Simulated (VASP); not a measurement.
RbBr in VASP 6.6.1, single-point calculation

INCAR

```
ISIF = 2
IBRION = -1
LASPH = .TRUE.
NBANDS = 15
EDIFF = 1E-7
ISMEAR = -1
LWAVE = .FALSE.
LREAL = .FALSE.
GGA = PE
NELM = 97
LCHARG = .FALSE.
NSW = 0
SIGMA = 0.02
ISYM = 1
PREC = Accurate
ENCUT = 520
```

KPOINTS

```
KPOINTS created by Atomic Simulation Environment
0
Gamma
6 6 6
0 0 0
```

POSCAR

```
Rb Br
 1.0000000000000000
     0.0000000000000000    3.8694968646209045    3.8694968646209045
     3.8694968646209045    0.0000000000000000    3.8694968646209045
     3.8694968646209045    3.8694968646209045    0.0000000000000000
 Rb  Br
   1   1
Cartesian
 -0.0000000000000000  0.0000000000000000  0.0000000000000000
  1.9347484323104520  1.9347484323104520  1.9347484323104520
```

The recommended PBE PAW datasets give the neutral cell 16 valence electrons.

Command

```
mpirun -np 1 vasp_std
```

OSZICAR

```
N       E                     dE             d eps       ncg     rms          rms(c)
DAV:   1     0.920806066002E+02    0.92081E+02   -0.59156E+03   480   0.856E+02
DAV:   2     0.181245173204E+01   -0.90268E+02   -0.80916E+02   675   0.157E+02
DAV:   3    -0.607017037605E+01   -0.78826E+01   -0.78475E+01   634   0.495E+01
DAV:   4    -0.632199163856E+01   -0.25182E+00   -0.25177E+00   749   0.821E+00
DAV:   5    -0.632370299268E+01   -0.17114E-02   -0.17113E-02   641   0.714E-01    0.285E+00
DAV:   6    -0.595258115151E+01    0.37112E+00   -0.46344E-01   613   0.271E+00    0.186E+00
DAV:   7    -0.590056201770E+01    0.52019E-01   -0.23406E-01   641   0.198E+00    0.961E-01
DAV:   8    -0.592262204384E+01   -0.22060E-01   -0.24557E-02   588   0.817E-01    0.150E-01
DAV:   9    -0.592581482892E+01   -0.31928E-02   -0.33238E-03   557   0.266E-01    0.119E-01
DAV:  10    -0.592747018182E+01   -0.16554E-02   -0.10662E-03   480   0.204E-01    0.221E-02
DAV:  11    -0.592750419264E+01   -0.34011E-04   -0.10468E-04   627   0.535E-02    0.927E-03
DAV:  12    -0.592751608272E+01   -0.11890E-04   -0.22863E-05   487   0.353E-02    0.256E-03
DAV:  13    -0.592751631496E+01   -0.23224E-06   -0.55260E-07   710   0.462E-03    0.186E-03
DAV:  14    -0.592751636725E+01   -0.52292E-07   -0.25802E-07   487   0.305E-03
   1 F= -.59275164E+01 E0= -.59275164E+01  d E =-.852093E-12
```

From OUTCAR

```
k-points           NKPTS =     16   k-points in BZ     NKDIM =     16   number of bands    NBANDS=     15

   NELECT =      16.0000    total number of electrons

   dimension x,y,z NGX =    42 NGY =   42 NGZ =   42
   dimension x,y,z NGXF=    84 NGYF=   84 NGZF=   84

  energy-cutoff  :      520.00
  volume of cell :      115.88
      direct lattice vectors                 reciprocal lattice vectors
     0.000000000  3.869496865  3.869496865    -0.129215766  0.129215766  0.129215766
     3.869496865  0.000000000  3.869496865     0.129215766 -0.129215766  0.129215766
     3.869496865  3.869496865  0.000000000     0.129215766  0.129215766 -0.129215766

 k-points in reciprocal lattice and weights: KPOINTS created by Atomic Simulation Env
   0.00000000  0.00000000  0.00000000       0.005
   0.16666667  0.00000000  0.00000000       0.037
   0.33333333  0.00000000  0.00000000       0.037
   0.50000000  0.00000000  0.00000000       0.019
   0.16666667  0.16666667  0.00000000       0.028
   0.33333333  0.16666667  0.00000000       0.111
   0.50000000  0.16666667  0.00000000       0.111
  -0.33333333  0.16666667  0.00000000       0.111
   ...

 E-fermi :  -2.5424

 k-point     1 :       0.0000    0.0000    0.0000
  band No.  band energies     occupation
      1     -27.6698      2.00000
      2     -14.9552      2.00000
      3     -11.7769      2.00000
      4     -11.7769      2.00000
      5     -11.7769      2.00000
      6      -3.1690      2.00000
      7      -3.1690      2.00000
      8      -3.1690      2.00000
      9       0.9941      0.00000
     10       5.0772      0.00000
     11       5.0772      0.00000
     12       6.0422      0.00000
     13       6.0422      0.00000
     14       6.0422      0.00000
     15       7.0471      0.00000

 k-point     2 :       0.1667    0.0000    0.0000
  band No.  band energies     occupation
      1     -27.6693      2.00000
      2     -14.9664      2.00000
      3     -11.7799      2.00000
      4     -11.7799      2.00000
      5     -11.7646      2.00000
      6      -3.2388      2.00000
      7      -3.1570      2.00000
      8      -3.1570      2.00000
      9       1.3852      0.00000
     10       4.8267      0.00000
     11       4.8267      0.00000
     12       5.6732      0.00000
     13       6.2230      0.00000
     14       6.4998      0.00000
     15       6.4998      0.00000

 k-point     3 :       0.3333    0.0000    0.0000
  band No.  band energies     occupation
      1     -27.6683      2.00000
      2     -14.9884      2.00000
      3     -11.7860      2.00000
      4     -11.7860      2.00000
      5     -11.7411      2.00000
      6      -3.3420      2.00000
      7      -3.1339      2.00000
      8      -3.1339      2.00000
      9       2.2858      0.00000
     10       4.4485      0.00000
     11       4.6924      0.00000
     12       4.6924      0.00000
     13       6.0748      0.00000
     14       6.3474      0.00000
     15       6.3474      0.00000

 ...

  Total        0.1368650      0.1368650      0.1368650      0.0000000     -0.0000000      0.0000000
  in kB        1.8923847      1.8923847      1.8923847      0.0000000     -0.0000000      0.0000000
  external PRESSURE =       1.8923847 kB  Pullay stress =       0.0000000 kB

 POSITION                                       TOTAL-FORCE (eV/Angst)
 -----------------------------------------------------------------------------------
      0.00000      0.00000      0.00000        -0.000000     -0.000000     -0.000000
      1.93475      1.93475      1.93475         0.000000      0.000000      0.000000
 -----------------------------------------------------------------------------------
    total drift:                                0.000000      0.000000      0.000000

  FREE ENERGIE OF THE ION-ELECTRON SYSTEM (eV)
  ---------------------------------------------------
  free  energy   TOTEN  =        -5.9275163672 eV

  energy  without entropy=       -5.9275163672  energy(sigma->0) =       -5.92751637
```

It converged. Results: gap between bands v and c on the k mesh 4.08 eV; least direct gap on the k mesh 4.16 eV; pressure 0.2 GPa. Band v is the last that the valence electrons fill when counted band by band, and c is the next.

For comparison, a separate PBE run of the intended cell, on usual settings and not on those above, gives a gap of 4.08 eV on its mesh and a pressure of 0.2 GPa.

The run above took about 34 s on one core of a shared host (Intel Xeon Platinum 8488C) and held 0.26 GiB at most.
